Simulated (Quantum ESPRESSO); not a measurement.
Crystal: AgCl (Chlorargyrite).

```xyz
2
Lattice="0.0000 2.7350 2.7350 2.7350 0.0000 2.7350 2.7350 2.7350 0.0000" Properties=species:S:1:pos:R:3 pbc="T T T"
Ag    0.0000    0.0000    0.0000
Cl    2.7350    2.7350    2.7350
```

Base run:

```yaml
Program: Quantum ESPRESSO 7.5
Functional: SCAN
Potentials_or_basis: SG15 PBE 1.2
Cutoff: 952 eV
Density_cutoff: 3810 eV
k_mesh: 6 × 6 × 6
Occupations: fermi-dirac, width 0.05 eV
Spin: no spin polarisation
```

Its results: band gap on the k mesh 1.35 eV, indirect (least direct gap 3.89 eV); pressure 2.2 GPa.

Problem. After a change of settings the same cell gave: band gap on the k mesh 1.03 eV, indirect (least direct gap 3.55 eV); pressure 3.1 GPa. Which change was it?
A. functional from SCAN to TPSS
B. functional from SCAN to PBE; k mesh from 6 × 6 × 6 to 8 × 8 × 8
C. functional from SCAN to TASK
D. functional from SCAN to PBEsol; k mesh from 6 × 6 × 6 to 8 × 8 × 8

Solution. A.

Caveats: the potentials were made for another functional, which shifts forces and pressure; this potential file gives levels or pressures that part from those of other sets.
